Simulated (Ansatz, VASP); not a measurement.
Ge in VASP and in Ansatz

The input INCAR:

```
SYSTEM = Ge
PREC = Accurate
ENCUT = 600
EDIFF = 1E-7
ISMEAR = 0
SIGMA = 0.1
LREAL = .False.
LASPH = .True.
NELM = 80
ALGO = Normal
ISIF = 3
LWAVE = .False.
LCHARG = .False.
GGA = PE
IBRION = 2
NSW = 90
EDIFFG = -0.04
```

Contents of KPOINTS:

```
Automatic mesh
0
Gamma
  8 6 6
  0 0 0
```

Contents of POSCAR:

```
Ge
1.0
    2.3570826300      0.0000000000      0.0000000000
    0.0000000000      2.8015058900      0.0000000000
    0.0000000000      0.0000000000      3.3219643400
Ge
1
Direct
    0.5000000000      0.5000000000      0.5000000000
```

Input for Ansatz:

```yaml
crystal:
  lattice:
    - [2.35708263, 0.0, 0.0]
    - [0.0, 2.80150589, 0.0]
    - [0.0, 0.0, 3.32196434]
  atoms:
    - { symbol: Ge, position: [0.5, 0.5, 0.5] }
basis:
  ecutwfc: 420
kpoints:
  mp_grid: { grid: [8, 6, 6] }
hamiltonian:
  xc: pbe
scf:
  occupations: { method: gaussian, width: 0.1 }
  lower_state_search: "off"
output:
  forces: true
  stress: true
  eigenvalues: true
relax:
  adjacent_minimum: "off"
  f_tol: 0.04
  max_steps: 70
  cell: { stress_tol: 0.4 }
```

Alike in both runs: task relaxation of cell and atoms; functional PBE; k mesh 8 × 6 × 6; occupations gaussian, width 0.1 eV; no spin polarisation.

|  | VASP | Ansatz |
| --- | --- | --- |
| version | VASP 6.6.1 | Ansatz 0.2.0 |
| potentials or method | VASP PAW PBE potentials, release 64 (Ge_d) | scalar-relativistic, plane waves, PAW |
| plane-wave cutoff (eV) | 600 | 420 |
| valence electrons in the cell | 14 | 14 |

Ansatz gave:

| Quantity | Value |
| --- | --- |
| gap on the k mesh at the Fermi level, each at its own relaxed structure (eV) | none |
| relaxed volume (Å³/atom) | 20.02 |
| relaxed cell length with the largest relative difference (Å) | 2.749 |
| energy change over the relaxation (meV/atom) | -369 |

Q: What did VASP give for the same quantities?

A: gap on the k mesh at the Fermi level, each at its own relaxed structure (eV): none; relaxed volume (Å³/atom): 20.00; relaxed cell length with the largest relative difference (Å): 2.744; energy change over the relaxation (meV/atom): -369.

A gap of «none» marks a metal or a gap that the smearing closes.

Caveats: the k mesh is coarse (spacing up to 0.37 Å⁻¹), so the values aren't converged.
